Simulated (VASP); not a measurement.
# SnSe in VASP: single point with PBE+D3(BJ)

Aim: the single point of SnSe with PBE+D3(BJ).

All numbers are computed with VASP 6.6.1; they aren't measurements. Logs are shortened: lines on timing, memory, paths and dates and some standing lists are left out, and cuts for length are marked.

## Step 1: The slab as given

The cell holds a slab with vacuum, 4 atoms: a = 4.285 Å, b = 4.285 Å, c = 10.991 Å, α = 90.00°, β = 90.00°, γ = 90.00°.

## Step 2: Single point, PBE+D3(BJ)

Contents of INCAR:

```
PREC = Accurate ; ENCUT = 520
EDIFF = 1E-6 ; ISMEAR = 0
SIGMA = 0.1 ; LREAL = False
LASPH = True ; NELM = 100
ALGO = Fast ; ISIF = 2
LWAVE = False ; LCHARG = False
GGA = PE ; IVDW = 12
NBANDS = 28
```

Contents of KPOINTS:

```
regular mesh
0
Gamma
  4 4 2
```

Contents of POSCAR:

```
SnSe
1.0
    4.2853274191      0.0000000000      0.0000000000
    0.0000000000      4.2853274191      0.0000000000
    0.0000000000      0.0000000000     10.9906921300
Sn Se
2 2
Direct
    0.5000000000      0.0000000000      0.3722291100
    0.0000000000      0.5000000000      0.6277708900
    0.5000000000      0.0000000000      0.6160394900
    0.0000000000      0.5000000000      0.3839605100
```

Potentials or basis: VASP PAW PBE potentials, release 64 (Sn_d, Se).

On the command line:

```console
> cat potpaw_PBE.64/Sn_d/POTCAR potpaw_PBE.64/Se/POTCAR > POTCAR
> mpirun -np 1 vasp_std > vasp.out
```

OUTCAR:

```text
PREC = Accurate
   ENCUT = 520
   EDIFF = 1E-6
   ISMEAR = 0
   LREAL = False
   LASPH = True
   NELM = 100
   ISIF = 2
   GGA = PE
   IVDW = 12
 IVDW          = 12

 ion  position               nearest neighbor table
   1  0.500  0.000  0.372-   3 2.68   4 3.03   4 3.03   4 3.03   4 3.03
   2  0.000  0.500  0.628-   4 2.68   3 3.03   3 3.03   3 3.03   3 3.03
   3  0.500  0.000  0.616-   1 2.68   2 3.03   2 3.03   2 3.03   2 3.03
   4  0.000  0.500  0.384-   2 2.68   1 3.03   1 3.03   1 3.03   1 3.03

  LATTYP: Found a simple tetragonal cell.
 ALAT       =     4.2853274191
 C/A-ratio  =     2.5647263453

  Lattice vectors:

 A1 = (   4.2853274191,   0.0000000000,   0.0000000000)
 A2 = (   0.0000000000,   4.2853274191,   0.0000000000)
 A3 = (   0.0000000000,   0.0000000000,  10.9906921300)

Analysis of symmetry for initial positions (statically):
=====================================================================
 Subroutine PRICEL returns:
 Original cell was already a primitive cell.

 Routine SETGRP: Setting up the symmetry group for a
 simple tetragonal supercell.

 Subroutine GETGRP returns: Found 16 space group operations
 (whereof  8 operations were pure point group operations)
 out of a pool of 16 trial point group operations.

The static configuration has the point symmetry D_2d.
 The point group associated with its full space group is D_4h.

Analysis of symmetry for dynamics (positions and initial velocities):
=====================================================================
 Subroutine PRICEL returns:
 Original cell was already a primitive cell.

 Routine SETGRP: Setting up the symmetry group for a
 simple tetragonal supercell.

 Subroutine GETGRP returns: Found 16 space group operations
 (whereof  8 operations were pure point group operations)
 out of a pool of 16 trial point group operations.

The dynamic configuration has the point symmetry D_2d.
 The point group associated with its full space group is D_4h.

 Subroutine INISYM returns: Found 16 space group operations
 (whereof  8 operations are pure point group operations),
 and found     1 'primitive' translations

----------------------------------------------------------------------------------------

                                     Primitive cell

  volume of cell :     201.8334

  direct lattice vectors                    reciprocal lattice vectors
     4.285327419  0.000000000  0.000000000     0.233354398  0.000000000  0.000000000
     0.000000000  4.285327419  0.000000000     0.000000000  0.233354398  0.000000000
     0.000000000  0.000000000 10.990692130     0.000000000  0.000000000  0.090986081

  length of vectors
     4.285327419  4.285327419 10.990692130     0.233354398  0.233354398  0.090986081

  position of ions in fractional coordinates (direct lattice)
     0.500000000  0.000000000  0.372229110
     0.000000000  0.500000000  0.627770890
     0.500000000  0.000000000  0.616039490
     0.000000000  0.500000000  0.383960510

  ion indices of the primitive-cell ions
   primitive index   ion index
                 1           1
                 2           2
                 3           3
                 4           4

----------------------------------------------------------------------------------------

 KPOINTS: regular mesh

Automatic generation of k-mesh.
 Grid dimensions read from file:
 generate k-points for:    4    4    2

 Generating k-lattice:

  Cartesian coordinates                     Fractional coordinates (reciprocal lattice)
     0.058338599  0.000000000  0.000000000     0.250000000  0.000000000  0.000000000
     0.000000000  0.058338599  0.000000000     0.000000000  0.250000000  0.000000000
     0.000000000  0.000000000  0.045493040     0.000000000  0.000000000  0.500000000

  Length of vectors
     0.058338599  0.058338599  0.045493040

  Shift w.r.t. Gamma in fractional coordinates (k-lattice)
     0.000000000  0.000000000  0.000000000

 Subroutine IBZKPT returns following result:
 ===========================================

 Found     12 irreducible k-points:

 Following reciprocal coordinates:
            Coordinates               Weight
  0.000000  0.000000  0.000000      1.000000
  0.250000  0.000000  0.000000      4.000000
  0.500000  0.000000  0.000000      2.000000
  0.250000  0.250000  0.000000      4.000000
  0.500000  0.250000  0.000000      4.000000
  0.500000  0.500000  0.000000      1.000000
  0.000000  0.000000  0.500000      1.000000
  0.250000  0.000000  0.500000      4.000000
  0.500000  0.000000  0.500000      2.000000
  0.250000  0.250000  0.500000      4.000000
  0.500000  0.250000  0.500000      4.000000
  0.500000  0.500000  0.500000      1.000000
   k-points           NKPTS =     12   k-points in BZ     NKDIM =     12   number of bands    NBANDS=     28
   number of dos      NEDOS =    301   number of ions     NIONS =      4
   total plane-waves  NPLWV =  86016
   dimension x,y,z NGX =    32 NGY =   32 NGZ =   84
   dimension x,y,z NGXF=    64 NGYF=   64 NGZF=  168
   ions per type =               2   2
   NGX,Y,Z   is equivalent  to a cutoff of  12.41, 12.41, 12.71 a.u.
   NGXF,Y,Z  is equivalent  to a cutoff of  24.83, 24.83, 25.41 a.u.
 SYSTEM =  unknown system
   PREC   = accura    normal or accurate (medium, high low for compatibility)
   ISTART =      0    job   : 0-new  1-cont  2-samecut
   ICHARG =      2    charge: 1-file 2-atom 10-const
   ISPIN  =      1    spin polarized calculation?
   LNONCOLLINEAR =      F non collinear calculations
   LSORBIT =      F    spin-orbit coupling
   LASPH  =      T    aspherical Exc in radial PAW
   ENCUT  =  520.0 eV  38.22 Ry    6.18 a.u.   7.97  7.97 20.44*2*pi/ulx,y,z
   NELM   =    100;   NELMIN=  2; NELMDL= -5     # of ELM steps
   EDIFF  = 0.1E-05   stopping-criterion for ELM
   LREAL  =      F    real-space projection
   EDIFFG = 0.1E-04   stopping-criterion for IOM
   NSW    =      0    number of steps for IOM
   IBRION =     -1    ionic relax: 0-MD 1-quasi-New 2-CG
   NFREE  =      0    steps in history (QN), initial steepest desc. (CG)
   ISIF   =      2    stress and relaxation
   ISYM   =      2    0-nonsym 1-usesym 2-fastsym
   POTIM  = 0.5000    time-step for ionic-motion
   TEBEG  =    0.0;   TEEND  =   0.0 temperature during run
   PSTRESS=    0.0 pullay stress
   NELECT =      40.0000    total number of electrons
   NUPDOWN=      -1.0000    fix difference up-down
   EMIN   =  10.00;   EMAX   =-10.00  energy-range for DOS
   EFERMI =   0.00;   METHOD = LEGACY
   ISMEAR =     0;   SIGMA  =   0.10  broadening in eV -4-tet -1-fermi 0-gaus
   EFERMI_NEDOS =   21; number of points for ismear=-14 and -15
   IALGO  =     68    algorithm
   IMIX   =      4    mixing-type and parameters
     AMIX     =   0.40;   BMIX     =  1.00
     AMIX_MAG =   1.60;   BMIX_MAG =  1.00
  volume/ion in A,a.u.               =      50.46       340.51
  Fermi-wavevector in a.u.,A,eV,Ry     =   0.954473  1.803693 12.395171  0.911019
  Thomas-Fermi vector in A             =   2.083223
   LORBIT       =      0    0 simple, 1 ext, 2 COOP (PROOUT), +10 PAW based schemes
   GGA     = PE    functional components
   LHFCALC =     F    Hartree Fock is set to
   AEXX    =    0.0000 exact exchange contribution
   IVDW    =    12    specifies the selected vdW correction
   LEPSILON=     F    determine dielectric tensor
   LRPA    =     F    only Hartree local field effects (RPA)
 non-spin polarized calculation
 RMM-DIIS sequential band-by-band and
 Gauss-broadening in eV      SIGMA  =   0.10
  energy-cutoff  :      520.00
  volume of cell :      201.83
 maximum number of plane-waves:      5480
 NGX is ok and might be reduce to    32
   NGX = 15   NGY = 15   NGZ = 41

 number of electron      40.0000021 magnetization

 Free energy of the ion-electron system (eV)
  ---------------------------------------------------
  ext. energy  EPLUGINS =         0.00000000
  ---------------------------------------------------
  free energy    TOTEN  =       -16.28578105 eV

  energy without entropy =      -16.28578105  energy(sigma->0) =      -16.28578105

 E-fermi :   1.0325     XC(G=0):  -6.0559

 val. band max:        0.5232522986   @ k =   0.2500   0.2500   0.0000
 cond. band min:       2.1341215398   @ k =   0.0000   0.0000   0.5000
 fundamental gap:      1.6108692412
 Fermi energy:         1.0324781312

 k-point     1 :       0.0000    0.0000    0.0000
  band No.  band energies     occupation
      1     -20.4584      2.00000
      2     -20.4531      2.00000
      3     -20.4499      2.00000
      4     -20.4431      2.00000
      5     -20.4398      2.00000
      6     -20.4120      2.00000
[... 20 lines left out ...]
     27       6.3988      0.00000
     28       6.4246      0.00000

 k-point     2 :       0.2500    0.0000    0.0000
  band No.  band energies     occupation
      1     -20.4535      2.00000
      2     -20.4528      2.00000
      3     -20.4495      2.00000
      4     -20.4482      2.00000
      5     -20.4324      2.00000
      6     -20.4130      2.00000
[... 20 lines left out ...]
     27       5.6914      0.00000
     28       6.4820      0.00000

 k-point     3 :       0.5000    0.0000    0.0000
  band No.  band energies     occupation
      1     -20.4544      2.00000
      2     -20.4544      2.00000
      3     -20.4479      2.00000
      4     -20.4479      2.00000
      5     -20.4193      2.00000
      6     -20.4193      2.00000
[... 20 lines left out ...]
     27       6.2600      0.00000
     28       6.2601      0.00000

 k-point     4 :       0.2500    0.2500    0.0000
  band No.  band energies     occupation
      1     -20.4580      2.00000
      2     -20.4563      2.00000
      3     -20.4479      2.00000
      4     -20.4451      2.00000
      5     -20.4246      2.00000
      6     -20.4131      2.00000
[... 206 lines left out ...]
     27       6.2576      0.00000
     28       6.3597      0.00000

 k-point    11 :       0.5000    0.2500    0.5000
  band No.  band energies     occupation
      1     -20.4628      2.00000
      2     -20.4628      2.00000
      3     -20.4421      2.00000
      4     -20.4421      2.00000
      5     -20.4160      2.00000
      6     -20.4160      2.00000
[... 20 lines left out ...]
     27       6.4024      0.00000
     28       6.4024      0.00000

 k-point    12 :       0.5000    0.5000    0.5000
  band No.  band energies     occupation
      1     -20.4705      2.00000
      2     -20.4705      2.00000
      3     -20.4368      2.00000
      4     -20.4368      2.00000
      5     -20.4147      2.00000
      6     -20.4147      2.00000
[... 20 lines left out ...]
     27       7.1405      0.00000
     28       7.1406      0.00000

------------------------ aborting loop because EDIFF is reached ----------------------------------------

 Edisp (eV)   -0.96434

 E8    (eV) :    -0.4516

  FORCE on cell =-STRESS in cart. coord.  units (eV):
  Direction    XX          YY          ZZ          XY          YZ          ZX
  --------------------------------------------------------------------------------------
  -------------------------------------------------------------------------------------
  Total      -0.25171    -0.25171     0.34348     0.00000     0.00000     0.00000
  in kB      -1.99814    -1.99814     2.72660     0.00000     0.00000     0.00000
  external pressure =       -0.42 kB  Pullay stress =        0.00 kB

 VOLUME and BASIS-vectors are now :
 -----------------------------------------------------------------------------
  energy-cutoff  :      520.00
  volume of cell :      201.83
      direct lattice vectors                 reciprocal lattice vectors
     4.285327419  0.000000000  0.000000000     0.233354398  0.000000000  0.000000000
     0.000000000  4.285327419  0.000000000     0.000000000  0.233354398  0.000000000
     0.000000000  0.000000000 10.990692130     0.000000000  0.000000000  0.090986081

 POSITION                                       TOTAL-FORCE (eV/Angst)
 -----------------------------------------------------------------------------------
      2.14266      0.00000      4.09106        -0.000000      0.000000     -0.066923
      0.00000      2.14266      6.89964         0.000000      0.000000      0.066923
      2.14266      0.00000      6.77070        -0.000000     -0.000000      0.120446
      0.00000      2.14266      4.21999        -0.000000      0.000000     -0.120446
 -----------------------------------------------------------------------------------
    total drift:                                0.000000      0.000000      0.000000

  FREE ENERGIE OF THE ION-ELECTRON SYSTEM (eV)
  ---------------------------------------------------
  free  energy   TOTEN  =       -17.2501168211 eV

  energy  without entropy=      -17.2501168211  energy(sigma->0) =      -17.25011682
```

Run time: 68 s. Hardware: 1 thread of Intel Xeon Platinum 8259CL at 2.50GHz (Skylake/Cascade Lake), shared host; peak memory 0.3 GiB.

What came out:

```yaml
Free_energy: -17.2501 eV
Largest_force: 0.120 eV/Å
Band_gap_on_the_k_mesh: 1.61 eV, indirect (least direct gap 1.72 eV)
Dispersion_energy_per_atom: -0.241 eV
```

Forces on the atoms (eV/Å):
```
Sn   0.000  0.000 -0.067
Sn   0.000  0.000  0.067
Se   0.000  0.000  0.120
Se   0.000  0.000 -0.120
```

Levels at points of the mesh, in eV from the valence-band top:
| k point | band 18 | band 19 | band 20 | band 21 | band 22 | band 23 |
| --- | --- | --- | --- | --- | --- | --- |
| (0.00, 0.00, 0.00) | -1.55 | -1.55 | -0.14 | 1.78 | 3.72 | 3.95 |
| (0.50, 0.00, 0.00) | -1.38 | -0.08 | -0.08 | 1.69 | 1.69 | 2.24 |
| (0.50, 0.50, 0.00) | -3.05 | -1.53 | -1.53 | 3.83 | 3.83 | 4.85 |
| (0.00, 0.00, 0.50) | -1.55 | -1.55 | -0.14 | 1.61 | 3.95 | 4.57 |
| (0.50, 0.00, 0.50) | -1.38 | -0.08 | -0.08 | 1.69 | 1.69 | 2.24 |
| (0.50, 0.50, 0.50) | -3.05 | -1.53 | -1.53 | 3.79 | 3.79 | 4.92 |

Caveat: spin-orbit coupling is left out, which moves the levels of the heavy elements.
